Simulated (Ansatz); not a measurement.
# ZnO: the cost of one run

Program: Ansatz 0.2.0. Level of theory: DFT PBE, scalar-relativistic, plane waves, PAW. These are calculated values, not measurements.

2 further runs of the same task are left out: 2 set aside as unsound or not needed.

## (1) The system as given

It takes space group P6_3mc (No. 186, hexagonal). The conventional cell has a = 3.279 Å, b = 3.279 Å, c = 5.293 Å, α = 90.00°, β = 90.00°, γ = 120.00°. Around Zn (site symmetry 3m) lie 4 O at 2.00 to 2.01 Å. Around O (site symmetry 3m) lie 4 Zn at 2.00 to 2.01 Å.

Structure file:

```
Zn O
1.0
     3.27939    0.00000    0.00000
    -1.63970    2.84004    0.00000
     0.00000    0.00000    5.29323
Zn O
2 2
Direct
  0.66667 0.33333 0.50060
  0.33333 0.66667 0.00060
  0.66667 0.33333 0.87971
  0.33333 0.66667 0.37971
```

It goes back to an entry of the Materials Project.

This cell was relaxed beforehand with the same method: volume 12.32 Å³/atom, gap on the mesh 0.74 eV.

The host's static dielectric tensor, from an earlier linear-response run, has a mean of 10.90.

## (2) Host supercell without the defect

input.yaml reads:

```yaml
crystal:
  lattice:
    - [0.0, 0.0, -5.2932332175]
    - [-6.5587815918, 1.0e-10, 0.0]
    - [3.2793907959, 5.6800714763, 0.0]
  atoms:
    - { symbol: Zn, position: [0.4993955897, 0.3333333333, 0.1666666667] }
    - { symbol: Zn, position: [0.4993955897, 0.8333333333, 0.1666666667] }
    - { symbol: Zn, position: [0.4993955897, 0.3333333333, 0.6666666667] }
    - { symbol: Zn, position: [0.4993955897, 0.8333333333, 0.6666666667] }
    - { symbol: Zn, position: [0.9993955897, 0.6666666667, 0.3333333333] }
    - { symbol: Zn, position: [0.9993955897, 0.1666666667, 0.3333333333] }
    - { symbol: Zn, position: [0.9993955897, 0.6666666667, 0.8333333333] }
    - { symbol: Zn, position: [0.9993955897, 0.1666666667, 0.8333333333] }
    - { symbol: O, position: [0.1202944103, 0.3333333333, 0.1666666667] }
    - { symbol: O, position: [0.1202944103, 0.8333333333, 0.1666666667] }
    - { symbol: O, position: [0.1202944103, 0.3333333333, 0.6666666667] }
    - { symbol: O, position: [0.1202944103, 0.8333333333, 0.6666666667] }
    - { symbol: O, position: [0.6202944103, 0.6666666667, 0.3333333333] }
    - { symbol: O, position: [0.6202944103, 0.1666666667, 0.3333333333] }
    - { symbol: O, position: [0.6202944103, 0.6666666667, 0.8333333333] }
    - { symbol: O, position: [0.6202944103, 0.1666666667, 0.8333333333] }
basis:
  ecutwfc: 420
  xc_grid: 2
kpoints:
  mp_grid: { grid: [3, 3, 3], shift: [0.0, 0.0, 0.0] }
hamiltonian:
  xc: pbe
scf:
  occupations: { method: gaussian, width: 0.01 }
output:
  forces: true
  stress: true
  eigenvalues: true
  write_density: true
  write_potential: true
  elf: true
  volumetric_format: npy
```

The run is started by

```console
$ ansatz run input.yaml --threads 4 --pin off --max-ram 8192MiB --backend cpu --events-out ev --progress --plain --runs-dir out
```

**Question.** How long does this run take on 4 threads of Arm Neoverse V1, shared host, and how much memory does it need?

About 4.2 s, with a peak of 0.64 GiB.
